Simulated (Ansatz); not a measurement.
Compressing TiAl$_{2}$

Theory: DFT PBEsol, scalar-relativistic, plane waves, PAW in Ansatz. Run with 420 eV cutoff, 10×10×10 k-mesh, Gaussian smearing of 0.10 eV, no spin polarisation.

Starting point, cell and atoms relaxed:

```yaml
crystal:
  lattice:
    - [1.95033, -6.02628, 0.00000]
    - [1.95033, 6.02628, 0.00000]
    - [0.00000, 0.00000, 3.97242]
  atoms:
    - { symbol: Ti, position: [0.65622, 0.34378, 0.00000] }
    - { symbol: Ti, position: [0.34378, 0.65622, 0.00000] }
    - { symbol: Al, position: [0.00000, 0.00000, 0.00000] }
    - { symbol: Al, position: [0.82710, 0.17290, 0.50000] }
    - { symbol: Al, position: [0.17290, 0.82710, 0.50000] }
    - { symbol: Al, position: [0.50000, 0.50000, 0.50000] }
```

Cell and atoms are relaxed at each pressure within the symmetry of the start, at zero temperature, so transitions that lower the symmetry aren't seen. The k-mesh given is that at zero pressure and may differ at others. a, b and c are the lengths of the cell vectors above.

| P (GPa) | V (Å³/atom) | V/V0 | a (Å) | b (Å) | c (Å) |
| --- | --- | --- | --- | --- | --- |
| -3 | 16.00 | 1.028 | 6.391 | 6.391 | 4.010 |
| 0 | 15.56 | 1.000 | 6.334 | 6.334 | 3.972 |
| 3 | 15.18 | 0.975 | 6.282 | 6.282 | 3.938 |
| 8 | 14.64 | 0.940 | 6.209 | 6.209 | 3.889 |
| 15 | 14.00 | 0.899 | 6.119 | 6.119 | 3.829 |
| 30 | 12.96 | 0.833 | 5.969 | 5.969 | 3.728 |
| 60 | 11.59 | 0.745 | 5.758 | 5.758 | 3.583 |

(1) What bulk modulus and pressure derivative fit these points?

(2) Which cell vector or vectors give way most up to 60 GPa?

## Answers

(1) A third-order Birch–Murnaghan fit gives B0 = 115 GPa and B0' = 3.9.

(2) c: the changes are a -9.1 %, b -9.1 %, c -9.8 %.